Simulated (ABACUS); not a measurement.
# W (Im-3m) in ABACUS: relaxation of cell and atoms with SOGGA

Aim: the relaxation of cell and atoms of W with SOGGA.

Everything below comes from runs of ABACUS 3.10.1. Logs are shortened: lines on timing, memory, paths and dates and some standing lists are left out, and cuts for length are marked.

## (1) The crystal as given

The structure is cubic, space group Im-3m (No. 229). Conventional cell: a = 3.165 Å, b = 3.165 Å, c = 3.165 Å, α = 90.00°, β = 90.00°, γ = 90.00°. W (site symmetry m-3m) is surrounded by 8 W at 2.74 Å.

## (2) Relaxation of cell and atoms, SOGGA

Contents of INPUT:

```
INPUT_PARAMETERS
suffix              W
calculation         cell-relax
basis_type          pw
pseudo_dir          ./
symmetry            1
dft_functional      GGA_X_SOGGA+GGA_C_PBE
ecutwfc             55
pseudo_rcut         10
nspin               1
nbands              11
ks_solver           dav
smearing_method     fd
smearing_sigma      0.00367493
scf_thr             1e-08
scf_nmax            100
mixing_type         broyden
mixing_beta         0.7
cal_force           1
cal_stress          1
ecutrho             440
relax_nmax          60
force_thr_ev        0.02
relax_method        cg
out_stru            1
stress_thr          0.5
kpar                4
```

Contents of STRU:

```
ATOMIC_SPECIES
W 183.8400 W_pbe_v1.2.uspp.F.UPF

LATTICE_CONSTANT
1.8897261246

LATTICE_VECTORS
-1.5823450000 1.5823450000 1.5823450000
1.5823450000 -1.5823450000 1.5823450000
1.5823450000 1.5823450000 -1.5823450000

ATOMIC_POSITIONS
Direct

W
0.0
1
0.0000000000 0.0000000000 0.0000000000 1 1 1
```

Contents of KPT:

```
K_POINTS
0
Gamma
10 10 10 0 0 0
```

Potentials or basis: SSSP 1.3 efficiency PBE, plane waves.

Command:

```
OMP_NUM_THREADS=1 mpirun -np 4 abacus > log
```

running log:

```text
ABACUS v3.10.1

               Atomic-orbital Based Ab-initio Computation at UStc

 ------------------------------------------------------------------------------------

 READING GENERAL INFORMATION
                           global_out_dir = OUT.W/
                           global_in_card = INPUT
                               pseudo_dir = ./
                              orbital_dir =
                                    DSIZE = 4
                                    GSIZE = 1

 READING UNITCELL INFORMATION
                                    ntype = 1
                  lattice constant (Bohr) = 1.88973
              lattice constant (Angstrom) = 1

 READING ATOM TYPE 1
                               atom label = W
                      L=0, number of zeta = 1
                      L=1, number of zeta = 1
                      L=2, number of zeta = 1
             number of atom for this type = 1

                        TOTAL ATOM NUMBER = 1
DIRECT COORDINATES
    atom                   x                   y                   z     mag                  vx                  vy                  vz
taud_W1            0.0000000000        0.0000000000        0.0000000000  0.0000        0.0000000000        0.0000000000        0.0000000000

                          Volume (Bohr^3) = 106.945
                             Volume (A^3) = 15.8476

 Lattice vectors: (Cartesian coordinate: in unit of a_0)
             -1.58234            +1.58234            +1.58234
             +1.58234            -1.58234            +1.58234
             +1.58234            +1.58234            -1.58234
 Reciprocal vectors: (Cartesian coordinate: in unit of 2 pi/a_0)
                   +0           +0.315987           +0.315987
            +0.315987                  +0           +0.315987
            +0.315987           +0.315987                  +0
 The esolver type has been set to : ksdft_pw

                PAO radial cut off (Bohr) = 10

 Read in pseudopotential file is W_pbe_v1.2.uspp.F.UPF
                     pseudopotential type = US
          exchange-correlation functional = PBE
                 nonlocal core correction = 1
                        valence electrons = 14
                                     lmax = 3
                           number of zeta = 5
                     number of projectors = 8
                           L of projector = 0
                           L of projector = 0
                           L of projector = 0
                           L of projector = 1
                           L of projector = 1
                           L of projector = 2
                           L of projector = 2
                           L of projector = 3
 XC functional updated to : GGA_X_SOGGA+GGA_C_PBE
          exchange-correlation functional = GGA_X_SOGGA+GGA_C_PBE
     initial pseudo atomic orbital number = 13

 SETUP THE ELECTRONS NUMBER
             electron number of element W = 14
       total electron number of element W = 14
            AUTOSET number of electrons:  = 14
                           occupied bands = 7
                                   NBANDS = 11
                                   NLOCAL = 9

%%%%%%%%%%%%%%%%%%%%%%%%%%%%%%%%%%%%%%%%%%%%%%%%%%%%%%%%%%%%%%%%%%%%%%%%%%%%%%%%%%%%%%%%%%%%%%%%%%%%%%%%%%
 Warning: the number of valence electrons in pseudopotential > 6 for W: [Xe] 4f14 5d4 6s2
 Pseudopotentials with additional electrons can yield (more) accurate outcomes, but may be less efficient.
 If you're confident that your chosen pseudopotential is appropriate, you can safely ignore this warning.
%%%%%%%%%%%%%%%%%%%%%%%%%%%%%%%%%%%%%%%%%%%%%%%%%%%%%%%%%%%%%%%%%%%%%%%%%%%%%%%%%%%%%%%%%%%%%%%%%%%%%%%%%%

 SETUP THE PLANE WAVE BASIS
 energy cutoff for charge/potential (unit:Ry) = 220
            fft grid for charge/potential = [ 25, 25, 25 ]
                        fft grid division = [ 1, 1, 1 ]
        big fft grid for charge/potential = [ 36, 36, 36 ]
                                     nbxx = 46656
                                     nrxx = 15625

 SETUP PLANE WAVES FOR CHARGE/POTENTIAL
                    number of plane waves = 5895
                         number of sticks = 449

 PARALLEL PW FOR CHARGE/POTENTIAL
     PROC   COLUMNS(POT)             PW
        1            449           5895
 --------------- sum -------------------
        1            449           5895
                            number of |g| = 93
                                  max |g| = 19.7698
                                  min |g| = 0

 energy cutoff for dense charge/potential (unit:Ry) = 440
      fft grid for dense charge/potential = [ 36, 36, 36 ]
                                     nrxx = 46656

 SETUP PLANE WAVES FOR dense CHARGE/POTENTIAL
                    number of plane waves = 16727
                         number of sticks = 887

 PARALLEL PW FOR dense CHARGE/POTENTIAL
     PROC   COLUMNS(POT)             PW
        1            887          16727
 --------------- sum -------------------
        1            887          16727
                            number of |g| = 185
                                  max |g| = 39.7393
                                  min |g| = 0

----------- Double Check Mixing Parameters Begin ------------
mixing_type: broyden
mixing_beta: 0.7
mixing_gg0: 1
mixing_gg0_min: 0.1
mixing_ndim: 8
----------- Double Check Mixing Parameters End ------------

 LATTICE VECTORS: (CARTESIAN COORDINATE: IN UNIT OF A0)
             -1.58234            +1.58234            +1.58234
             +1.58234            -1.58234            +1.58234
             +1.58234            +1.58234            -1.58234
                       right hand lattice = 1
                                   NORM_A = 2.7407
                                   NORM_B = 2.7407
                                   NORM_C = 2.7407
                           ALPHA (DEGREE) = 109.471
                           BETA  (DEGREE) = 109.471
                           GAMMA (DEGREE) = 109.471

 The lattice vectors have been changed (STRU_SIMPLE.cif)

(for optimal symmetric configuration:)
                             BRAVAIS TYPE = 2
                     BRAVAIS LATTICE NAME = 02. Cubic I (body-centered)
                                    ibrav = 2
                                    IBRAV = 2
                                  BRAVAIS = BODY CENTERED CUBIC
                       LATTICE CONSTANT A = 3.16469
Original cell was already a primitive cell.
                        ROTATION MATRICES = 48
              PURE POINT GROUP OPERATIONS = 48
                   SPACE GROUP OPERATIONS = 48
                              POINT GROUP = O_h
               POINT GROUP IN SPACE GROUP = O_h

 SETUP K-POINTS
                                    nspin = 1
                   Input type of k points = Monkhorst-Pack(Gamma)
                                   nkstot = 1000
                       right hand lattice = 1
(for reciprocal lattice: )
                             BRAVAIS TYPE = 3
                     BRAVAIS LATTICE NAME = 03. Cubic F (face-centered)
                                    ibrav = 3
                       right hand lattice = 1
(for k-lattice: )
                             BRAVAIS TYPE = 3
                     BRAVAIS LATTICE NAME = 03. Cubic F (face-centered)
                                    ibrav = 3
                       right hand lattice = 1
                        ROTATION MATRICES = 48
                               nkstot_ibz = 47
K-POINTS REDUCTION ACCORDING TO SYMMETRY
     IBZ    DIRECT_X    DIRECT_Y    DIRECT_Z  WEIGHT  ibz2bz
       1  0.00000000  0.00000000  0.00000000  0.0010       0
       2 -0.10000000  0.10000000  0.00000000  0.0120       1
       3 -0.20000000  0.20000000  0.00000000  0.0120       2
       4 -0.30000000  0.30000000  0.00000000  0.0120       3
       5 -0.40000000  0.40000000  0.00000000  0.0120       4
       6  0.50000000  0.50000000  0.00000000  0.0060       5
[... 22 lines left out ...]
      29  0.50000000  0.40000000  0.20000000  0.0480     156
      30  0.50000000  0.30000000  0.30000000  0.0240     157
[... 17 further k points ...]

                               nkstot now = 47
[... K-POINTS DIRECT COORDINATES: 47 rows ...]

           k-point number in this process = 12
       minimum distributed K point number = 11
[... stars of the k points ...]

[... K-POINTS CARTESIAN COORDINATES: 12 rows ...]

[... K-POINTS DIRECT COORDINATES: 12 rows ...]

 SETUP PLANE WAVES FOR WAVE FUNCTIONS
     energy cutoff for wavefunc (unit:Ry) = 55
              fft grid for wave functions = [ 25, 25, 25 ]
                    number of plane waves = 1205
                         number of sticks = 155

 PARALLEL PW FOR WAVE FUNCTIONS
     PROC   COLUMNS(POT)             PW
        1            155           1205
 --------------- sum -------------------
        1            155           1205

 SETUP NONLOCAL PSEUDOPOTENTIALS IN PLANE WAVE BASIS
 W non-local projectors:
 projector 1 L=0
 projector 2 L=0
 projector 3 L=0
 projector 4 L=1
 projector 5 L=1
 projector 6 L=2
 projector 7 L=2
 projector 8 L=3
      TOTAL NUMBER OF NONLOCAL PROJECTORS = 26

 Init Non-Local PseudoPotential table :
 Init Non-Local-Pseudopotential done.

                                     npwx = 746

 Make real space PAO into reciprocal space.
       max mesh points in Pseudopotential = 745
     dq(describe PAO in reciprocal space) = 0.01
                                    max q = 1491

 number of pseudo atomic orbitals for W is 5
WARNING: norm of atomic wavefunction # 3 of atomic type W is 0.999989, renormalized
WARNING: norm of atomic wavefunction # 4 of atomic type W is 0.999937, renormalized
WARNING: norm of atomic wavefunction # 5 of atomic type W is 0.99307, renormalized

 -------------------------------------------
 STEP OF RELAXATION : 1
 -------------------------------------------
                                 init_chg = atomic

 PW ALGORITHM --------------- ION=   1  ELEC=   1--------------------------------

 Notice: Threshold on eigenvalues was too large.
 hsover_error=0.14 > DRHO=0.0665927
 Origin diag ethr = 0.01
 New diag ethr = 0.000475662

 Density error is 0.0671055095889
                          Error Threshold = 0.000475661905166
----------------------------------------------------------
     Energy           Rydberg                 eV
----------------------------------------------------------
 E_KohnSham     -158.6377867146      -2158.3778174277
 E_Harris       -160.1639383679      -2179.1421759242
 E_Fermi        1.7111628969         23.2815656039
----------------------------------------------------------

 PW ALGORITHM --------------- ION=   1  ELEC=   2--------------------------------

 Density error is 0.000858011283559
                          Error Threshold = 0.000479325068492
----------------------------------------------------------
     Energy           Rydberg                 eV
----------------------------------------------------------
 E_KohnSham     -158.6502229330      -2158.5470208585
 E_Harris       -158.6058352852      -2157.9430959280
 E_Fermi        1.6675765145         22.6885424476
----------------------------------------------------------

 PW ALGORITHM --------------- ION=   1  ELEC=   3--------------------------------
[... 408 lines left out ...]
------------------------------------------------------------------------------------------
 TOTAL-FORCE (eV/Angstrom)
------------------------------------------------------------------------------------------
                        W1         0.0000000000         0.0000000000         0.0000000000
------------------------------------------------------------------------------------------

----------------------------------------------------------------
 TOTAL-STRESS (KBAR)
----------------------------------------------------------------
         0.0219321227         0.0000000000        -0.0000000000
        -0.0000000000         0.0219321227         0.0000000000
         0.0000000000         0.0000000000         0.0219321227
----------------------------------------------------------------
 TOTAL-PRESSURE: 0.021932 KBAR

 Largest gradient in force is 0.000000 eV/A.
 Threshold is 0.020000 eV/A.

 Largest gradient in stress is 0.021932 kbar.
 Threshold is 0.500000 kbar.

 Relaxation is converged!

 --------------------------------------------
 !FINAL_ETOT_IS -2158.5507610734766786 eV
 --------------------------------------------
```

Run time: 31 s. Hardware: 4 MPI ranks of Intel Xeon 6975P-C (Granite Rapids), shared host; peak memory 0.68 GiB.

Results:

- Free energy: -2158.5508 eV
- Relaxed volume: 15.64 Å³/atom
- Relaxed cell: a = 2.729 Å, b = 2.729 Å, c = 2.729 Å, α = 109.47°, β = 109.47°, γ = 109.47°
- Space group after relaxing (to 0.05 Å): Im-3m (No. 229)
- Energy gained by relaxing: 2.7 meV/atom
- Ionic steps: 4
- Pressure after relaxing: 0.0 GPa
- Band gap on the k mesh: none (metal or under the smearing width)

Step by step:
```
step  energy change (eV)  largest force (eV/Å)  pressure (GPa)  volume (Å³)
   1              0.0000                0.0000           -4.21        15.85
   2              0.0402                0.0000           18.77        14.88
   3             -0.0027                0.0000           -0.11        15.65
   4             -0.0027                0.0000            0.00        15.64
```

Final structure:
```cif
data_structure
_symmetry_space_group_name_H-M 'P 1'
_symmetry_Int_Tables_number 1
_cell_length_a 2.7289
_cell_length_b 2.7289
_cell_length_c 2.7289
_cell_angle_alpha 109.471
_cell_angle_beta 109.471
_cell_angle_gamma 109.471
_cell_volume 15.64
loop_
_atom_site_label
_atom_site_type_symbol
_atom_site_fract_x
_atom_site_fract_y
_atom_site_fract_z
_atom_site_occupancy
W1 W 0.00000 0.00000 0.00000 1
```

Caveat: the potentials were made for another functional, which shifts forces and pressure. Spin-orbit coupling is left out, which matters for the levels of W.
